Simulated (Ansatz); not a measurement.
Basis-set extrapolation for C$_{4}$H$_{6}$O$_{2}$ (`O=C1CCCO1`) (PBE0-D4/def2-TZVP geometry, frozen core, the Gaussian-basis code of Ansatz). Multiplicity 1, RHF reference.

```json
{"": "HF", "def2-TZVPP": "-304.827620", "def2-QZVPP": "-304.841280"}
{"": "MP2 correlation", "def2-TZVPP": "-1.115148", "def2-QZVPP": "-1.194033"}
{"": "CCSD(T) correlation", "def2-TZVPP": "-1.192308", "def2-QZVPP": "not run"}
```

Energies in hartree. Use E(X) = E(∞) + A·exp(−7.88·√X) for Hartree–Fock and E(X) = E(∞) + B·X^(−2.97) for correlation, with X = 3 and 4, and add CCSD(T) minus MP2 of the smaller set to the MP2 limit.

Q: What is the CCSD(T) energy at the basis-set limit?

A: HF limit: -304.841280 + (-0.013660) × 0.13774 = -304.84316. MP2 limit: -1.194033 + (-0.078885) × 0.74074 = -1.25247. Higher-order term: -1.192308 − (-1.115148) = -0.07716. Total: -306.17279 hartree, 401.3 kJ/mol below CCSD(T)/def2-TZVPP.
